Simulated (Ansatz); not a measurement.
Clean, relaxed (110) surface of GaP, space group F-43m (No. 216) (top face towards +c; atoms held fixed, by place in the list: 1, 2, 3, 4):

```
CELL_PARAMETERS angstrom
3.85409 0.00000 0.00000
0.00000 5.45050 0.00000
0.00000 0.00000 22.78113
ATOMIC_POSITIONS crystal
Ga 0.50000 0.50000 0.37312
P 0.00000 0.25000 0.37312
Ga 0.00000 0.00000 0.45771
P 0.50000 0.75000 0.45771
Ga 0.50000 0.49973 0.54608
P 0.00000 0.25351 0.54305
Ga 0.00000 0.93550 0.60984
P 0.50000 0.72550 0.63496
```

All numbers below come from DFT r2SCAN, scalar-relativistic, plane waves, PAW (Ansatz). Plane waves to 500 eV, a k mesh through Γ of 7×5×1 on the computed 8-atom cell and Gaussian smearing (0.05 eV); no spin polarisation. The cell repeats along c with a dipole correction in the vacuum.

With the adsorbate the run is spin-polarised, so any moments that the slab's own atoms take up count into E_ads.

H (atom) is adsorbed on the top face, one adsorbate per 21.0 Å², and relaxed from 2 starting sites (fractions of a and b). E_ads counts from the clean slab and the free adsorbate (spin-polarised where it has unpaired electrons); negative means bound. Heights count from the highest slab atom after relaxation. Δp counts per cell along +c. Bonded neighbours lie within 1.25 times the sum of covalent radii (1.35 for H) and, on that scale, within 12 % of the closest. With the adsorbate the cell is lengthened along c to keep the vacuum.

```json
{"start": "top (P) at (0.50, 0.73)", "ends at": "(0.50, 0.60), 1 bonded neighbour (P), largest slab move 0.7 Å", "E_ads (eV)": "-2.04", "height (Å)": "0.90", "shortest contact": "H–P 1.42 Å", "Δp (e·Å)": "+0.064"}
{"start": "hollow (P-P-Ga) at (0.00, 0.46), 1.0 Å under the top layer", "ends at": "(0.00, 0.30), 1 bonded neighbour (P)", "E_ads (eV)": "-0.76", "height (Å)": "-0.57", "shortest contact": "H–P 1.46 Å", "Δp (e·Å)": "+0.068"}
```

Among the sites tried, the lowest end comes from the top (P) at (0.50, 0.73) start; other sites may lie lower.

Each end is the local minimum or symmetric point that its start leads to. The slab is only 5.8 Å thick, so the energies aren't converged with thickness.

The ends differ in their magnetic moment (1.0, 0.5 μB a cell), so part of the order can come from the spin state that each run reached.

The state reached may not be the lowest one.